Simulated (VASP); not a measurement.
# A vacancy on the O site in HfO2

Wanted: what a vacancy on the O site costs in HfO2 and how the lattice relaxes round it. The start is a cell from a database of measured crystal structures.

Calculated with VASP 6.6.1; PBEsol; plane waves and PAW (Hf, O), in the first sound run; inputs show where later runs differ.

## Step 1: The host crystal

The structure is cubic, space group Fm-3m (No. 225). The conventional cell has a = 5.115 Å, b = 5.115 Å, c = 5.115 Å, α = 90.00°, β = 90.00°, γ = 90.00°. Nearest to Hf lie 8 O at 2.21 Å. Nearest to O lie 4 Hf at 2.21 Å. Farther neighbours and most contacts between anions are not listed.

## Step 2: The host at zero pressure

The later steps need the crystal at this functional's own lattice; a raised cutoff keeps the stress reliable while the cell changes.

Input file INCAR:

```
SYSTEM = HfO2
PREC = Accurate
ENCUT = 520
EDIFF = 1E-06
NELM = 120
ISMEAR = 0
SIGMA = 0.05
LREAL = .FALSE.
ALGO = Normal
GGA = PS
NBANDS = 14
LASPH = .TRUE.
LORBIT = 11
LWAVE = .FALSE.
LCHARG = .FALSE.
IBRION = 2
NSW = 40
ISIF = 3
EDIFFG = -0.02
POTIM = 0.4
```

Input file POSCAR:

```
HfO2
1.0
    0.0000000000      2.5575000000      2.5575000000
    2.5575000000      0.0000000000      2.5575000000
    2.5575000000      2.5575000000      0.0000000000
Hf O
1 2
Direct
    0.0000000000      0.0000000000      0.0000000000
    0.7500000000      0.7500000000      0.7500000000
    0.2500000000      0.2500000000      0.2500000000
```

Input file KPOINTS:

```
Automatic mesh
0
Gamma
5 5 5
0 0 0
```

PAW data sets: Hf and O (PBE family, release 64).

Run with:

```bash
> export OMP_NUM_THREADS=5
> mpirun -np 1 vasp_std
```

The log of the run:

```text
[banner, memory and clock lines left out]
running    1 mpi-ranks, on    1 nodes
 distrk:  each k-point on    1 cores,    1 groups
 distr:  one band on    1 cores,    1 groups
 Offloading initialized ...    1 GPUs detected
 POSCAR found type information on POSCAR HfO
 POSCAR found :  2 types and       3 ions
|                                                                             |
|               ----> ADVICE to this user running VASP <----                  |
|                                                                             |
|     You enforced a specific xc type in the INCAR file but a different       |
|     [... a line on the potential file left out ...]
|     I HOPE YOU KNOW WHAT YOU ARE DOING!                                     |
|                                                                             |

 LDA part: xc-table for (Slater+PW92), standard interpolation
 POSCAR, INCAR and KPOINTS ok, starting setup
 FFT: planning ... GRIDC
 FFT: planning ... GRID_SOFT
 FFT: planning ... GRID
 WAVECAR not read
 entering main loop
       N       E                     dE             d eps       ncg     rms          rms(c)
DAV:   1     0.601211231349E+02    0.60121E+02   -0.78890E+03   280   0.104E+03
DAV:   2    -0.331002493536E+02   -0.93221E+02   -0.86467E+02   390   0.224E+02
DAV:   3    -0.370153498610E+02   -0.39151E+01   -0.38991E+01   352   0.475E+01
DAV:   4    -0.370405001873E+02   -0.25150E-01   -0.25147E-01   316   0.421E+00
DAV:   5    -0.370408328452E+02   -0.33266E-03   -0.33266E-03   334   0.414E-01    0.220E+01
DAV:   6    -0.319389127686E+02    0.51019E+01   -0.14888E+01   322   0.308E+01    0.105E+01
DAV:   7    -0.317372292137E+02    0.20168E+00   -0.42099E-01   298   0.523E+00    0.572E+00
DAV:   8    -0.316320803606E+02    0.10515E+00   -0.16569E-01   298   0.391E+00    0.600E-01
DAV:   9    -0.316311977208E+02    0.88264E-03   -0.67348E-03   370   0.713E-01    0.217E-01
DAV:  10    -0.316311396181E+02    0.58103E-04   -0.10033E-03   310   0.278E-01    0.734E-02
DAV:  11    -0.316311087982E+02    0.30820E-04   -0.10022E-04   322   0.892E-02    0.135E-02
DAV:  12    -0.316311096915E+02   -0.89327E-06   -0.69574E-06   346   0.190E-02
   1 F= -.31631110E+02 E0= -.31631110E+02  d E =-.316311E+02
 curvature:   0.00 expect dE= 0.000E+00 dE for cont linesearch  0.000E+00
 trial: gam= 0.00000 g(F)=  0.105E-47 g(S)=  0.368E+00 ort = 0.000E+00 (trialstep = 0.100E+01)
 search vector abs. value=  0.368E+00
 bond charge predicted
       N       E                     dE             d eps       ncg     rms          rms(c)
DAV:   1    -0.330816994882E+02   -0.14506E+01   -0.26284E+01   310   0.508E+01    0.115E+01
DAV:   2    -0.316639665266E+02    0.14177E+01   -0.49676E+00   310   0.195E+01    0.497E+00
DAV:   3    -0.316179906614E+02    0.45976E-01   -0.15692E-01   292   0.388E+00    0.299E+00
DAV:   4    -0.316017936804E+02    0.16197E-01   -0.16657E-02   304   0.123E+00    0.332E-01
DAV:   5    -0.316009667383E+02    0.82694E-03   -0.16696E-03   370   0.356E-01    0.698E-02
DAV:   6    -0.316009883372E+02   -0.21599E-04   -0.32310E-04   322   0.137E-01    0.303E-02
DAV:   7    -0.316009835321E+02    0.48051E-05   -0.30164E-05   352   0.456E-02    0.121E-02
DAV:   8    -0.316009842105E+02   -0.67845E-06   -0.46893E-07   212   0.611E-03
   2 F= -.31600984E+02 E0= -.31600984E+02  d E =0.301255E-01
 trial-energy change:    0.030125  1 .order    0.049002   -0.368185    0.466190
 step:   0.4751(harm=  0.4413)  dis= 0.00000  next Energy=   -31.720601 (dE=-0.895E-01)
 bond charge predicted
       N       E                     dE             d eps       ncg     rms          rms(c)
DAV:   1    -0.321353514220E+02   -0.53437E+00   -0.70370E+00   292   0.252E+01    0.630E+00
DAV:   2    -0.317399369317E+02    0.39541E+00   -0.15171E+00   304   0.105E+01    0.275E+00
DAV:   3    -0.317264607447E+02    0.13476E-01   -0.37323E-02   298   0.192E+00    0.158E+00
DAV:   4    -0.317225562062E+02    0.39045E-02   -0.32761E-03   328   0.498E-01    0.742E-02
DAV:   5    -0.317224774275E+02    0.78779E-04   -0.23433E-04   346   0.126E-01    0.226E-02
DAV:   6    -0.317224776103E+02   -0.18281E-06   -0.20512E-05   334   0.375E-02    0.111E-02
DAV:   7    -0.317224770222E+02    0.58813E-06   -0.13089E-06   242   0.939E-03
   3 F= -.31722477E+02 E0= -.31722477E+02  d E =-.913673E-01
 curvature:  -0.22 expect dE=-0.150E-04 dE for cont linesearch -0.150E-04
 trial: gam=-0.01341 g(F)=  0.771E-49 g(S)=  0.680E-04 ort = 0.501E-02 (trialstep = 0.895E+00)
 search vector abs. value=  0.127E-07
 reached required accuracy - stopping structural energy minimisation
```

Elapsed: 11 s, on 1 × NVIDIA H100 80GB HBM3, 81559 MiB with 1 MPI rank of AMD EPYC 7R13 (Zen 3), card shared with another run, shared host; peak memory 1.7 GiB.

Lines that name or quote the potential files are left out of all logs, and their timing lines are given in words.

From OUTCAR (step 2):

```text
ion  position               nearest neighbor table
   1  0.000  0.000  0.000-   2 2.21   2 2.21   2 2.21   2 2.21   3 2.21   3 2.21   3 2.21   3 2.21

  LATTYP: Found a face centered cubic cell.
 ALAT       =     5.1150000000

 Subroutine GETGRP returns: Found 48 space group operations
 (whereof 48 operations were pure point group operations)

The static configuration has the point symmetry O_h .

 Found     10 irreducible k-points:

   k-points           NKPTS =     10   k-points in BZ     NKDIM =     10   number of bands    NBANDS=     14

   dimension x,y,z NGX =    28 NGY =   28 NGZ =   28
   dimension x,y,z NGXF=    56 NGYF=   56 NGZF=   56

   ENCUT  =  520.0 eV  38.22 Ry    6.18 a.u.   6.72  6.72  6.72*2*pi/ulx,y,z

   NELECT =      16.0000    total number of electrons

 k-points in reciprocal lattice and weights: Automatic mesh
   0.00000000  0.00000000  0.00000000       0.008
   0.20000000  0.00000000  0.00000000       0.064
   0.40000000  0.00000000  0.00000000       0.064
   0.20000000  0.20000000  0.00000000       0.048
   0.40000000  0.20000000  0.00000000       0.192
  -0.40000000  0.20000000  0.00000000       0.192
  -0.20000000  0.20000000  0.00000000       0.096
   0.40000000  0.40000000  0.00000000       0.048
  -0.40000000  0.40000000  0.00000000       0.096
  -0.40000000  0.40000000  0.20000000       0.192

 average (electrostatic) potential at core
       1 -35.4037       2 -69.0971       3 -69.0971

 E-fermi :   4.7421

 k-point     1 :       0.0000    0.0000    0.0000
  band No.  band energies     occupation
    ...
      4      -0.9445      2.00000
      5      -0.9445      2.00000
      6       4.0179      2.00000
      7       4.0179      2.00000
      8       4.0179      2.00000
      9       8.4426      0.00000
     10       8.4426      0.00000
     11      10.5426      0.00000
     12      15.3880      0.00000
     13      15.3880      0.00000
    ...

 k-point     2 :       0.2000    0.0000    0.0000
  band No.  band energies     occupation
    ...
      4      -0.5717      2.00000
      5       0.0828      2.00000
      6       3.0032      2.00000
      7       3.3739      2.00000
      8       3.3739      2.00000
      9       9.0743      0.00000
     10       9.0743      0.00000
     11      11.6703      0.00000
     12      14.0740      0.00000
     13      14.7774      0.00000
    ...

 k-point     3 :       0.4000    0.0000    0.0000
  band No.  band energies     occupation
    ...
      4       0.0292      2.00000
      5       1.5766      2.00000
      6       1.7234      2.00000
      7       2.7918      2.00000
      8       2.7918      2.00000
      9       9.2848      0.00000
     10       9.2848      0.00000
     11      11.5917      0.00000
     12      14.1081      0.00000
     13      14.3025      0.00000
    ...

  Total       -0.0419897     -0.0419897     -0.0419897      0.0000000      0.0000000     -0.0000000
  in kB       -2.1291641     -2.1291641     -2.1291641      0.0000000      0.0000000     -0.0000000
  external PRESSURE =      -2.1291641 kB  Pullay stress =       0.0000000 kB

  energy-cutoff  :      520.00
  volume of cell :       31.60
      direct lattice vectors                 reciprocal lattice vectors
    -0.000000000  2.509217041  2.509217041    -0.199265345  0.199265345  0.199265345
     2.509217041  0.000000000  2.509217041     0.199265345 -0.199265345  0.199265345
     2.509217041  2.509217041 -0.000000000     0.199265345  0.199265345 -0.199265345

 POSITION                                       TOTAL-FORCE (eV/Angst)
 -----------------------------------------------------------------------------------
      0.00000      0.00000      0.00000        -0.000000     -0.000000      0.000000
      3.76383      3.76383      3.76383        -0.000000      0.000000     -0.000000
      1.25461      1.25461      1.25461         0.000000     -0.000000      0.000000
 -----------------------------------------------------------------------------------
    total drift:                                0.000000      0.000000      0.000000

  FREE ENERGIE OF THE ION-ELECTRON SYSTEM (eV)
  ---------------------------------------------------
  free  energy   TOTEN  =       -31.7224770222 eV

  energy  without entropy=      -31.7224770222  energy(sigma->0) =      -31.72247702

 reached required accuracy - stopping structural energy minimisation

 total charge
# of ion       s       p       d       tot
------------------------------------------
    1        0.473   0.788   2.065   3.325
    2        1.556   3.543   0.000   5.099
    3        1.556   3.543   0.000   5.099
--------------------------------------------------
tot          3.586   7.873   2.065  13.524

[... 3 further parts left out ...]
```

The gap is read on the k-mesh alone, so it is an upper bound where the band edges lie off the mesh. The PAW data sets were made with PBE, which is usual practice but a small mismatch for other functionals. The data set Hf keeps the semicore shell frozen, which is cheaper and a little less accurate. The run keeps the 48 symmetry operations of its start, so it cannot find a distortion of lower symmetry.

The steps of the relaxation:

| step | energy less that of the first step (eV) | largest force (eV/Å) | pressure (GPa) | volume (Å³) |
| --- | --- | --- | --- | --- |
| 1 | 0.0000 | 0.0000 | -14.79 | 33.46 |
| 2 | 0.0301 | 0.0000 | 21.15 | 29.62 |
| 3 | -0.0914 | 0.0000 | -0.21 | 31.60 |

| conventional cell, symmetrised | before | after | change |
| --- | --- | --- | --- |
| a (Å) | 5.115 | 5.018 | -1.9 % |
| b (Å) | 5.115 | 5.018 | -1.9 % |
| c (Å) | 5.115 | 5.018 | -1.9 % |
| volume (Å³/atom) | 11.15 | 10.53 | -5.6 % |

The relaxed structure:

```xyz
3
Lattice="0.0000 2.5092 2.5092 2.5092 0.0000 2.5092 2.5092 2.5092 0.0000" Properties=species:S:1:pos:R:3 pbc="T T T"
Hf    0.0000    0.0000    0.0000
O     3.7638    3.7638    3.7638
O     1.2546    1.2546    1.2546
```

A gap read on the k-mesh alone can miss the band edges.

Numbers from this step:

| Quantity | Value |
| --- | --- |
| electronic cycles | 27 |
| electrons | 16 |
| free energy (TOTEN) | -31.72 eV |
| Fermi energy | 4.742 eV |
| labelled metallic, from the levels on this mesh | no |
| gap on the k-mesh | 3.995 eV |
| least direct gap on the k-mesh | 4.374 eV |

The run ended after 3 ionic steps, 0.091 eV below its first step, once forces and stress met EDIFFG = -0.02.

## Step 3: Relax the host again, on a new basis

The volume changed by more than 5 %, so the plane waves of the start no longer fit; a second relaxation removes that error.

Changes to INCAR since step 2:

```diff
@@ -16,3 +16,3 @@
 IBRION = 2
-NSW = 40
+NSW = 30
 ISIF = 3
```

Input file POSCAR:

```
HfO2
1.0
    0.0000000000      2.5092170411      2.5092170411
    2.5092170411      0.0000000000      2.5092170411
    2.5092170411      2.5092170411      0.0000000000
Hf O
1 2
Direct
    0.0000000000      0.0000000000      0.0000000000
    0.7500000000      0.7500000000      0.7500000000
    0.2500000000      0.2500000000      0.2500000000
```

KPOINTS is that of step 2.

The log of the run:

```text
[banner, memory and clock lines left out]
running    1 mpi-ranks, on    1 nodes
 distrk:  each k-point on    1 cores,    1 groups
 distr:  one band on    1 cores,    1 groups
 Offloading initialized ...    1 GPUs detected
 POSCAR found type information on POSCAR HfO
 POSCAR found :  2 types and       3 ions
 [... a notice as in an earlier step ...]

 LDA part: xc-table for (Slater+PW92), standard interpolation
 POSCAR, INCAR and KPOINTS ok, starting setup
 FFT: planning ... GRIDC
 FFT: planning ... GRID_SOFT
 FFT: planning ... GRID
 WAVECAR not read
 entering main loop
       N       E                     dE             d eps       ncg     rms          rms(c)
DAV:   1     0.516839462718E+02    0.51684E+02   -0.77499E+03   280   0.104E+03
DAV:   2    -0.336628049495E+02   -0.85347E+02   -0.79693E+02   404   0.220E+02
DAV:   3    -0.370083563812E+02   -0.33456E+01   -0.33378E+01   334   0.440E+01
DAV:   4    -0.370258993177E+02   -0.17543E-01   -0.17541E-01   340   0.363E+00
DAV:   5    -0.370261042051E+02   -0.20489E-03   -0.20489E-03   328   0.340E-01    0.248E+01
DAV:   6    -0.319977660335E+02    0.50283E+01   -0.14324E+01   310   0.308E+01    0.119E+01
DAV:   7    -0.318149835172E+02    0.18278E+00   -0.30787E-01   316   0.477E+00    0.650E+00
DAV:   8    -0.317204000839E+02    0.94583E-01   -0.12589E-01   298   0.352E+00    0.549E-01
DAV:   9    -0.317196658393E+02    0.73424E-03   -0.54465E-03   370   0.644E-01    0.187E-01
DAV:  10    -0.317196074111E+02    0.58428E-04   -0.83507E-04   298   0.255E-01    0.613E-02
DAV:  11    -0.317195858745E+02    0.21537E-04   -0.77294E-05   328   0.783E-02    0.120E-02
DAV:  12    -0.317195863935E+02   -0.51900E-06   -0.61387E-06   316   0.177E-02
   1 F= -.31719586E+02 E0= -.31719586E+02  d E =-.317196E+02
 curvature:   0.00 expect dE= 0.000E+00 dE for cont linesearch  0.000E+00
 trial: gam= 0.00000 g(F)=  0.138E-48 g(S)=  0.932E-04 ort = 0.000E+00 (trialstep = 0.100E+01)
 search vector abs. value=  0.932E-04
 reached required accuracy - stopping structural energy minimisation
```

It took 5.8 s on 1 × NVIDIA H100 80GB HBM3, 81559 MiB with 1 MPI rank; peak memory 1.7 GiB.

Parts of OUTCAR (step 3):

```text
  LATTYP: Found a face centered cubic cell.
 ALAT       =     5.0184340822

The static configuration has the point symmetry O_h .

 Found     10 irreducible k-points:

   ENCUT  =  520.0 eV  38.22 Ry    6.18 a.u.   6.60  6.60  6.60*2*pi/ulx,y,z

   NELECT =      16.0000    total number of electrons

 E-fermi :   4.7439

 k-point     1 :       0.0000    0.0000    0.0000
  band No.  band energies     occupation
    ...
      4      -0.9441      2.00000
      5      -0.9441      2.00000
      6       4.0188      2.00000
      7       4.0188      2.00000
      8       4.0188      2.00000
      9       8.4424      0.00000
     10       8.4424      0.00000
     11      10.5427      0.00000
     12      15.3882      0.00000
     13      15.3882      0.00000
    ...

 k-point     2 :       0.2000    0.0000    0.0000
  band No.  band energies     occupation
    ...
      4      -0.5711      2.00000
      5       0.0834      2.00000
      6       3.0041      2.00000
      7       3.3747      2.00000
      8       3.3747      2.00000
      9       9.0743      0.00000
     10       9.0743      0.00000
     11      11.6705      0.00000
     12      14.0741      0.00000
     13      14.7778      0.00000
    ...

  Total       -0.0491491     -0.0491491     -0.0491491     -0.0000000      0.0000000     -0.0000000
  in kB       -2.4921932     -2.4921932     -2.4921932     -0.0000000      0.0000000     -0.0000000
  external PRESSURE =      -2.4921932 kB  Pullay stress =       0.0000000 kB

  energy-cutoff  :      520.00
  volume of cell :       31.60
      direct lattice vectors                 reciprocal lattice vectors
     0.000000000  2.509217041  2.509217041    -0.199265345  0.199265345  0.199265345
     2.509217041  0.000000000  2.509217041     0.199265345 -0.199265345  0.199265345
     2.509217041  2.509217041  0.000000000     0.199265345  0.199265345 -0.199265345

 POSITION                                       TOTAL-FORCE (eV/Angst)
 -----------------------------------------------------------------------------------
      0.00000      0.00000      0.00000        -0.000000     -0.000000      0.000000
      3.76383      3.76383      3.76383        -0.000000     -0.000000     -0.000000
      1.25461      1.25461      1.25461         0.000000      0.000000      0.000000
 -----------------------------------------------------------------------------------
    total drift:                                0.000000      0.000000      0.000000

  FREE ENERGIE OF THE ION-ELECTRON SYSTEM (eV)
  ---------------------------------------------------
  free  energy   TOTEN  =       -31.7195863935 eV

  energy  without entropy=      -31.7195863935  energy(sigma->0) =      -31.71958639

 total charge
# of ion       s       p       d       tot
------------------------------------------
    1        0.473   0.788   2.065   3.326
    2        1.558   3.542   0.000   5.100
    3        1.558   3.542   0.000   5.100
--------------------------------------------------
tot          3.589   7.872   2.065  13.526

[... 5 parts as in an earlier step ...]

[... 6 further parts left out ...]
```

CONTCAR:

```
HfO2
    1.000000000000000
     0.0000000000000000    2.5092170410999999    2.5092170410999999
     2.5092170410999999    0.0000000000000000    2.5092170410999999
     2.5092170410999999    2.5092170410999999    0.0000000000000000
  Hf              O
     1     2
Direct
     0.0000000000000000    0.0000000000000000    0.0000000000000000
     0.7500000000000000    0.7500000000000000    0.7500000000000000
     0.2500000000000000    0.2500000000000000    0.2500000000000000
```

Little changed from the start: no atom moved by 0.005 Å and no cell edge by 0.1 %.

This step gave:

```
electronic cycles              : 12
Fermi energy                   : 4.744 eV
gap on the k-mesh              : 3.994 eV
least direct gap on the k-mesh : 4.373 eV
```

The start already met the threshold, so nothing moved.

[end of part 1 of 6]

[Lines on the potential files, build, host, timing and source positions are cut from VASP's logs without a mark.]

[Logs are printed without paths, hosts, clocks, repeated set-up lines and the standing remarks that a program may print on its own settings, such as how far it seeks lower states.]

[Hosts, paths, dates, database ids (printed as entryN), source tags and the programs' standing remarks are cut or masked in the printed files.]

[In band tables of VASP the shares of atoms and orbitals are scaled to a sum of 1 inside the atoms' spheres.]

[Runs that stopped without an error message from VASP are left out.]
